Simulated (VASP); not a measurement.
BaF2:

```
CELL_PARAMETERS angstrom
0.00000 3.11287 3.11287
3.11287 0.00000 3.11287
3.11287 3.11287 0.00000
ATOMIC_POSITIONS crystal
Ba 0.00000 0.00000 0.00000
F 0.25000 0.25000 0.25000
F 0.75000 0.75000 0.75000
```

The cell comes from a database or a generator and needn't be the stable form of this composition.

| Quantity | Value |
| --- | --- |
| Program | VASP 6.6.1 |
| Task | relaxation of cell and atoms |
| Functional | LDA |
| Potentials or basis | VASP PAW LDA potentials, release 64 (Ba_sv, F) |
| Cutoff | 600 eV |
| k mesh | 6 × 6 × 6 |
| Occupations | gaussian, width 0.02 eV |
| Spin | no spin polarisation |

At the start: pressure -4.1 GPa; volume 20.11 Å³/atom.

Problem. How do energy, volume and symmetry change on relaxing?

Solution. Over 3 steps the energy falls by 18.2 meV/atom and the volume is 18.78 Å³/atom (-6.6 %); space group Fm-3m (No. 225, to 0.05 Å).

Step by step:
```tsv
step	energy change (eV)	largest force (eV/Å)	pressure (GPa)	volume (Å³)
1	0.0000	0.0000	-4.11	60.33
2	-0.0541	0.0000	0.52	55.94
3	-0.0547	0.0000	0.01	56.33
```

Final structure:
```
Ba F
1.0
     0.00000    3.04261    3.04261
     3.04261    0.00000    3.04261
     3.04261    3.04261    0.00000
Ba F
1 2
Direct
  0.00000 0.00000 0.00000
  0.25000 0.25000 0.25000
  0.75000 0.75000 0.75000
```
